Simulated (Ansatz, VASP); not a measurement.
## Au in VASP and in Ansatz

Contents of INCAR:

```
PREC = Accurate
ENCUT = 520
EDIFF = 1E-7
ISMEAR = -1
SIGMA = 0.03
LREAL = False
LASPH = True
NELM = 80
ALGO = Normal
ISIF = 2
LWAVE = False
LCHARG = True
GGA = PE
LELF = True
LVHAR = True
NBANDS = 18
```

Contents of KPOINTS:

```
regular mesh
0
Gamma
  14 14 8
```

File POSCAR:

```
Au
1.0
    2.9568755643      0.0000000000      0.0000000000
   -1.4784377821      2.5607293545      0.0000000000
    0.0000000000      0.0000000000      4.9757105734
Au
2
Direct
    0.3333333333      0.6666666667      0.7500000000
    0.6666666667      0.3333333333      0.2500000000
```

Input for Ansatz:

```yaml
crystal:
  lattice:
    - [2.9568755643, 0.0, 0.0]
    - [-1.4784377821, 2.5607293545, 0.0]
    - [0.0, 0.0, 4.9757105734]
  atoms:
    - { symbol: Au, position: [0.3333333333, 0.6666666667, 0.75] }
    - { symbol: Au, position: [0.6666666667, 0.3333333333, 0.25] }
kpoints:
  mp_grid: { grid: [14, 14, 8] }
scf:
  occupations: { method: fermi_dirac, width: 0.03 }
hamiltonian:
  xc: pbe
  pseudopotentials: { kind: all_electron, lapw: { basis_error: 0.0005 } }
output:
  forces: true
  stress: true
  eigenvalues: true
```

Change from the starting cell: volume scaled by 1.06.

Alike in both runs: task single point; functional PBE; k mesh 14 × 14 × 8; occupations fermi-dirac, width 0.03 eV; no spin polarisation.

|  | VASP | Ansatz |
| --- | --- | --- |
| version | VASP 6.6.1 | Ansatz 0.2.0 |
| potentials or method | VASP PAW PBE potentials, release 64 (Au) | all-electron LAPW, scalar-relativistic |
| plane-wave cutoff (eV) | 520 | see its input |

VASP gave:

- pressure (GPa): -5.5

Q: What did Ansatz give for the same quantities?

A: Pressure (GPa): -5.3.

Ansatz ran all-electron here, so the differences hold the error of VASP's frozen core and of both bases.

The runs have no spin-orbit coupling, so splittings on Au are missing.
